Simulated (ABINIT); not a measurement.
The system is HfO2.

```
Hf O
1.0
     5.21946    0.00000    0.00000
     0.00000    5.00476    0.00000
     0.00000    0.00000    5.03269
Hf O
4 8
Direct
  0.96699 0.73252 0.74144
  0.53301 0.73252 0.24144
  0.46699 0.26748 0.74144
  0.03301 0.26748 0.24144
  0.63213 0.92865 0.87927
  0.86787 0.92865 0.37927
  0.23395 0.53988 0.49229
  0.26605 0.53988 0.99229
  0.76605 0.46012 0.99229
  0.73395 0.46012 0.49229
  0.13213 0.07135 0.87927
  0.36787 0.07135 0.37927
```

Measurements of this composition are mostly on another form, of space group No. 14.

Base run:

| Item | Value |
| --- | --- |
| Program | ABINIT 10.8.3 (patched build) |
| Functional | PBEsol |
| Potentials or basis | JTH PAW PBE v2.0 |
| Cutoff | 626 eV |
| k mesh | 3 × 4 × 3 |
| Occupations | fermi-dirac, width 0.05 eV |
| Spin | no spin polarisation |

Its results: band gap on the k mesh 4.34 eV, indirect (least direct gap 4.56 eV); pressure -0.9 GPa; largest force 0.087 eV/Å.

The run is repeated on the same cell with these changes: functional from PBEsol to PBE. What comes out?

Band gap on the k mesh 4.45 eV, indirect (least direct gap 4.66 eV); pressure 6.7 GPa; largest force 0.085 eV/Å.

PBE binds less tightly than PBEsol, so the same cell stands under more pressure.

Caveats: spin-orbit coupling is left out, which moves the levels of the heavy elements; the PAW data sets were made with another functional, which shifts forces and pressure a little (some runs).

A k mesh can miss the band edges.

Not every run made on this cell is shown here.
